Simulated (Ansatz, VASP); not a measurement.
**Two plane-wave programs on K**

INCAR

```
  PREC = Accurate
  ENCUT = 520
  EDIFF = 1E-6
  ISMEAR = 0
  SIGMA = 0.1
  LREAL = False
  LASPH = True
  NELM = 80
  ALGO = Fast
  ISIF = 2
  LWAVE = False
  LCHARG = False
  GGA = PS
  NBANDS = 10
```

File KPOINTS:

```
regular mesh
0
Gamma
  12 12 12
```

The input POSCAR:

```
K
1.0
   -2.6968318016      2.6968318016      2.6968318016
    2.6968318016     -2.6968318016      2.6968318016
    2.6968318016      2.6968318016     -2.6968318016
K
1
Direct
    0.0000000000      0.0000000000      0.0000000000
```

Input for Ansatz:

```yaml
crystal:
  lattice:
    - [-2.6968318016, 2.6968318016, 2.6968318016]
    - [2.6968318016, -2.6968318016, 2.6968318016]
    - [2.6968318016, 2.6968318016, -2.6968318016]
  atoms:
    - { symbol: K, position: [0.0, 0.0, 0.0] }
basis:
  ecutwfc: 420
kpoints:
  mp_grid: { grid: [12, 12, 12] }
hamiltonian:
  xc: pbesol
scf:
  occupations: { method: gaussian, width: 0.1 }
output:
  forces: true
  stress: true
  eigenvalues: true
```

Alike in both runs: task single point; functional PBEsol; k mesh 12 × 12 × 12; occupations gaussian, width 0.1 eV; no spin polarisation.

```csv
,VASP,Ansatz
version,VASP 6.6.1,Ansatz 0.2.0
potentials or method,"VASP PAW PBE potentials, release 64 (K_sv)","scalar-relativistic, plane waves, PAW"
plane-wave cutoff (eV),520,420
valence electrons in the cell,9,9
```

|  | VASP | Ansatz | Ansatz less VASP |
| --- | --- | --- | --- |
| gap on the k mesh at the Fermi level (eV) | none | none | - |
| pressure (GPa) | -0.3 | -0.3 | +0.01 |

A gap of «none» marks a metal or a gap that the smearing closes.

Caveats: the PAW data sets were made with another functional, which shifts forces and pressure a little (VASP).
